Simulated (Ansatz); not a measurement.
CaSe in the CsCl structure, relaxed with r2SCAN in the PAW code Ansatz. Space group Pm-3m (No. 221), cubic; conventional cell a = 3.635 Å, 24.01 Å³ an atom. Around Ca lie 8 Se at 3.15 Å; around Se lie 8 Ca at 3.15 Å.

The axes x, y and z are those of this cell:
```xyz
2
Lattice="3.6348 0.0000 0.0000 0.0000 3.6348 0.0000 0.0000 0.0000 3.6348" Properties=species:S:1:pos:R:3 pbc="T T T"
Ca    0.0000    0.0000    0.0000
Se    1.8174    1.8174    1.8174
```

Unstrained: With PBE the gap is 0.771 eV and direct, at M. r2SCAN gives a direct gap of 1.236 eV at M. With HSE06 the gap is 1.540 eV and direct, at M. Meshes: PBE 8×8×8, r2SCAN 8×8×8, HSE06 6×6×6. Strains are changes of length per length. After each strain the atoms were relaxed again with r2SCAN within the symmetry that the strain leaves, so tilts or polar shifts that break it weren't tested; points keep the names that they have in the unstrained zone. The cell comes from a prototype generator: it can be a known phase or a hypothetical one. Spin polarisation is off.

**Question.** Apply epitaxial +0.32 % in the xy plane, free normal strain -0.02 %. How far does the gap move, against the unstrained cell?

**Answer.** PBE: the gap goes from 0.771 to 0.747 eV (-0.024 eV). r2SCAN: the gap goes from 1.236 to 1.211 eV (-0.025 eV). HSE06: the gap goes from 1.540 to 1.515 eV (-0.025 eV). The r2SCAN energy rises by 0.3 meV an atom.

**Question.** For epitaxial -1.33 % in the plane normal to [111], how far does the free direction move, and what happens to the gap?

**Answer.** The normal strain at zero normal stress is +3.59 %, 2.70 of the in-plane strain with the sign turned. PBE: the gap goes from 0.771 to 0.804 eV (+0.033 eV). r2SCAN: the gap goes from 1.236 to 1.269 eV (+0.033 eV). HSE06: the gap goes from 1.540 to 1.575 eV (+0.035 eV).

**Question.** Estimate what uniaxial -2.47 % along [111], other directions held does to the gap.

**Answer.** PBE: the gap goes from 0.771 to 0.737 eV (-0.034 eV). r2SCAN: the gap goes from 1.236 to 1.203 eV (-0.033 eV). HSE06: the gap goes from 1.540 to 1.509 eV (-0.031 eV). The r2SCAN energy rises by 2.5 meV an atom.

Spin-orbit coupling is left out.

The meshes of the hybrids are coarse, so their gaps aren't converged to the digits shown.
